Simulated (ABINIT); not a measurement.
Runs of ABINIT 10.8.3 (patched build) on SrO. The structure is cubic, space group Fm-3m (No. 225). Conventional cell: a = 5.133 Å, b = 5.133 Å, c = 5.133 Å, α = 90.00°, β = 90.00°, γ = 90.00°. Around Sr (site symmetry m-3m) lie 6 O at 2.57 Å. O (site symmetry m-3m) has 6 Sr at 2.57 Å as nearest neighbours. 

| task | level | potentials or basis | spin | cutoff (eV) | fine-grid cutoff | dispersion computed by | gap on the mesh (eV) | pressure (GPa) | V0 of scaled cells (Å³/atom) | B0 (GPa) |
| --- | --- | --- | --- | --- | --- | --- | --- | --- | --- | --- |
| band structure | PBE | PseudoDojo NC SR PBE v0.5 standard | off | 1143 | - | - | 3.38 | 3.1 | - | - |
| band structure | BLYP | JTH PAW PBE v2.0 | SOC, no magnetisation | 626 | 1224.51 eV | - | 3.48 | 5.9 | - | - |
| band structure | PBE | PseudoDojo NC SR PBE v0.4.1 standard | off | 1143 | - | - | 3.38 | 3.1 | - | - |
| equation of state | PBE | JTH PAW PBE v2.0 | off | 626 | 1224.51 eV | - | - | - | (b) | 84 |
| band structure | AM05 | JTH PAW PBE v2.0 | off | 626 | 1224.51 eV | - | 3.33 | (c) | - | - |
| equation of state | PBE+D4 | JTH PAW PBE v2.0 | off | 626 | 1224.51 eV | dftd4 4.3.1 | - | - | (a) | 88 |
| equation of state | PBEsol | JTH PAW PBE v2.0 | off | 517 | 1034.03 eV | - | - | - | 16.78 | 94 |

Alike in all rows: cell as given; k mesh 9 × 9 × 9; smearing fermi-dirac 0.05 eV.

Q: Estimate the missing entries.

A: (a) 17.16; (b) 17.50; (c) 0.1.

Caveats: the PAW data sets were made with another functional, which shifts forces and pressure a little (some runs); pressures at fixed basis lie under the slope of the energies (some runs).

A k mesh can miss the band edges, and rows without SOC leave out spin-orbit coupling on Sr.
